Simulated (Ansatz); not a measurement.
# A computed series for SrCl2: response to strain

The parent structure is SrCl2 in the fluorite structure (space group Fm-3m, No. 225; a = 6.908 Å). Axes: x, y, z lie along the cube axes.

Strains are applied to the cell and any free atomic positions relax; under biaxial strain the out-of-plane vector relaxes too.

Method: plane-wave PAW DFT at the PBEsol level (Ansatz, a quantum-chemistry and plane-wave program, 420 eV), spin-orbit coupling left out.

Notes on the quantities. energy relative to the base: free energy F.

```csv
"biaxial strain, plane normal [001], relaxed out of plane (%)",energy relative to the base (meV/atom)
0,0.0
0.5,0.3
1,1.4
1.5,3.1
2,?
2.5,8.4
3,12.0
```

Task: Fit ΔE = Aε² + Bε³ (ε in %) to the rows shown and predict the withheld row.

Result: Least squares on the printed values gives A = 1.41 and B = -0.026 meV/atom (largest residual 0.0 meV/atom); this predicts 5.4 meV/atom, and the run gives 5.4 meV/atom, in agreement.

Stability against distortions was not tested.
